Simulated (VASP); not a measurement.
# Ti: relaxation of cell and atoms with r2SCAN+rVV10

The system is Ti.

```
CELL_PARAMETERS angstrom
0.00000 2.05457 2.05457
2.05457 0.00000 2.05457
2.05457 2.05457 0.00000
ATOMIC_POSITIONS crystal
Ti 0.00000 0.00000 0.00000
```

This isn't the form of Ti at room conditions, which is hcp.

```
Program                : VASP 6.6.1
Task                   : relaxation of cell and atoms
Functional             : r2SCAN
Dispersion             : rVV10
Potentials or basis    : VASP PAW PBE potentials, release 64 (Ti_sv)
Cutoff                 : 600 eV
k mesh                 : 18 × 18 × 18
Occupations            : gaussian, width 0.1 eV
Spin                   : no spin polarisation
Further INCAR settings : ALGO = Normal; EDIFF = 1e-07; IBRION = 2; EDIFFG = -0.005; NSW = 90; ISIF = 3
```

- Relaxed volume: 17.30 Å³/atom
- Relaxed cell: a = 2.903 Å, b = 2.903 Å, c = 2.903 Å, α = 60.00°, β = 60.00°, γ = 60.00°
- Space group after relaxing (to 0.05 Å): Fm-3m (No. 225)
- Energy gained by relaxing: 0.0 meV/atom
- Ionic steps: 3
- Pressure after relaxing: 0.0 GPa
- Band gap on the k mesh: none (metal or under the smearing width)

Final structure:
```yaml
crystal:
  lattice:
    - [0.00000, 2.05264, 2.05264]
    - [2.05264, 0.00000, 2.05264]
    - [2.05264, 2.05264, 0.00000]
  atoms:
    - { symbol: Ti, position: [0.00000, 0.00000, 0.00000] }
```

Levels at points of the mesh, in eV from the Fermi level:
```csv
k point,band 2,band 3,band 4,band 5,band 6,band 7,band 8,band 9,band 10
"(0.00, 0.00, 0.00)",-33.82,-33.82,-33.82,-6.49,1.01,1.01,1.01,2.83,2.83
"(0.50, 0.00, 0.00)",-34.53,-33.91,-33.91,-2.72,0.45,0.94,0.94,3.86,3.86
"(0.50, 0.50, 0.00)",-34.48,-34.07,-34.07,-2.67,-1.78,2.82,3.92,4.10,4.10
```

Wall time 3.5 min on 1 thread of Intel(R) Xeon(R) 6975P-C (Granite Rapids), on a shared host, peak memory 0.27 GiB.

Caveat: the PAW data sets were made with another functional, which shifts forces and pressure a little.
